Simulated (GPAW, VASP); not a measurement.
Given: the input of a run of GPAW 26.7.0 (ASE script) on ZnSe (Stilleite). 

File run.py:

```python
from ase.dft.bandgap import bandgap
from ase.io import read, write
from ase.units import GPa
from gpaw import GPAW, PW

atoms = read('POSCAR')

calc = GPAW(mode=PW(600),
            xc='PBE',
            kpts={'size': (8, 8, 8), 'gamma': True},
            occupations={'name': 'methfessel-paxton', 'order': 0, 'width': 0.05},
            nbands=18,
            convergence={'density': 1e-05, 'energy': 1e-05},
            maxiter=150,
            txt='gpaw.txt')
atoms.calc = calc
energy = atoms.get_potential_energy()
forces = atoms.get_forces()
stress = atoms.get_stress()
calc.write('gs.gpw')
write('result.traj', atoms)
print(f'Energy: {energy:.6f} eV')
print('Forces (eV/A):')
print(forces.round(4))
print('Stress (GPa):', (stress / GPa).round(3))
print('Fermi level:', round(calc.get_fermi_level(), 4), 'eV')
print(f'Gap: {bandgap(calc)[0]:.4f} eV, direct: {bandgap(calc, direct=True)[0]:.4f} eV')
```

File POSCAR:

```
ZnSe
1.0
    0.0000000000      2.8338000000      2.8338000000
    2.8338000000      0.0000000000      2.8338000000
    2.8338000000      2.8338000000      0.0000000000
Se Zn
1 1
Direct
    0.7500000000      0.7500000000      0.7500000000
    0.0000000000      0.0000000000      0.0000000000
```

Potentials or basis: GPAW PAW data sets (gpaw-data 1.2.1), pw.

Launch:

```sh
$ OMP_NUM_THREADS=1 python run.py
```

Question: Set up the same calculation for VASP 6.6.1. Potentials or basis there: PBE PAW files Se, Zn, release 54, 520 eV.

Answer: As run (cutoffs and basis follow the program's own potentials, and thresholds, step limits or extra output files can differ):

Contents of INCAR:

```
  PREC = Accurate
  ENCUT = 520
  EDIFF = 1E-6
  ISMEAR = 0
  SIGMA = 0.05
  LREAL = False
  LASPH = True
  NELM = 60
  ALGO = Fast
  ISIF = 2
  LWAVE = False
  LCHARG = True
  GGA = PE
  LELF = True
  LVHAR = True
  NBANDS = 16
```

KPOINTS

```
Automatic mesh
0
Gamma
  8 8 8
```

POSCAR

```
ZnSe
4.0076
    0.000000000000      0.707106497654      0.707106497654
    0.707106497654      0.000000000000      0.707106497654
    0.707106497654      0.707106497654      0.000000000000
Se Zn
1 1
Direct
    0.7500000000      0.7500000000      0.7500000000
    0.0000000000      0.0000000000      0.0000000000
```

Potentials or basis: VASP PAW PBE potentials, release 54 (Se, Zn).

Command:

```console
$ cat potpaw_PBE.54/Se/POTCAR potpaw_PBE.54/Zn/POTCAR > POTCAR
$ mpirun -np 1 vasp_std > vasp.out
```

Both were run:

|  | GPAW | VASP |
| --- | --- | --- |
| Pressure | 2.1 GPa | 2.5 GPa |

Pressure is positive in compression.
